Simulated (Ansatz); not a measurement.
Point defect: H interstitial in ZnS

Computed with Ansatz 0.2.0, DFT PBE, scalar-relativistic, plane waves, PAW. Settings: 420 eV cutoff, 2×2×2 k-mesh, Gaussian smearing of 0.01 eV, collinear spin in charge 0 alone.

Host crystal, relaxed:

```
Zn S
1.0
     3.84616    0.00000    0.00000
    -1.92308    3.33087    0.00000
     0.00000    0.00000   12.58869
Zn S
4 4
Cartesian
  1.9231 1.1103 9.4420
  0.0000 2.2206 3.1477
  0.0000 0.0000 6.2954
  0.0000 0.0000 0.0011
  1.9231 1.1103 11.8033
  0.0000 2.2206 5.5090
  0.0000 0.0000 8.6517
  0.0000 0.0000 2.3574
```

Supercell of 32 atoms, rows in host cell vectors: 0 -2 0; -2 0 0; 0 0 -1. Atoms relax at the host's cell, keeping the symmetry that the supercell leaves at the site. The cell is small, so energies carry finite-size errors of tenths of an eV. The host's Kohn–Sham gap is 2.05 eV. Atoms are taken from and returned to the elements' standard states. Charged cells are corrected for image charges with the computed static dielectric tensor (mean 9.3) and aligned with the host's potential at far atoms (alignment terms reach 0.11 eV; the program doubts the alignment in some charges, where it is up to 0.11 eV). No band-filling term is added, and the Fermi level counts from the host's valence band top.

Defect: H interstitial set at (0.250, 0.625, 0.615) of the host cell. In charges +1, -1 some atom moved by up to 2.0 Å, so the relaxed defect can differ in kind from the start. Before relaxation its nearest neighbours are 1 S at 2.25 Å, 2 S at 2.28 Å, 2 Zn at 2.55 Å, 1 Zn at 2.58 Å, 1 S at 2.66 Å.

```json
{"charge": "+1", "E_f at the valence band top (eV)": "0.42", "over the neutral state (eV)": "-2.13", "moment (μB)": "0.00", "largest move (Å)": "0.62", "atoms near the site": "1 S at 1.36 Å, 3 Zn at 2.53 Å, 3 S at 2.69 Å"}
{"charge": "0", "E_f at the valence band top (eV)": "2.56", "over the neutral state (eV)": "0.00", "moment (μB)": "1.00", "largest move (Å)": "0.28", "atoms near the site": "1 S at 2.33 Å, 3 S at 2.40 Å, 2 Zn at 2.68 Å, 1 Zn at 2.69 Å, 1 Zn at 2.76 Å, 2 Zn at 2.77 Å"}
{"charge": "-1", "E_f at the valence band top (eV)": "3.41", "over the neutral state (eV)": "0.85", "moment (μB)": "0.00", "largest move (Å)": "1.96", "atoms near the site": "1 Zn at 1.69 Å, 2 Zn at 2.10 Å"}
```

Among the charges computed the stable one is +1 at the valence band top, changing to -1 at 1.49 eV. Other sites of the defect weren't tried.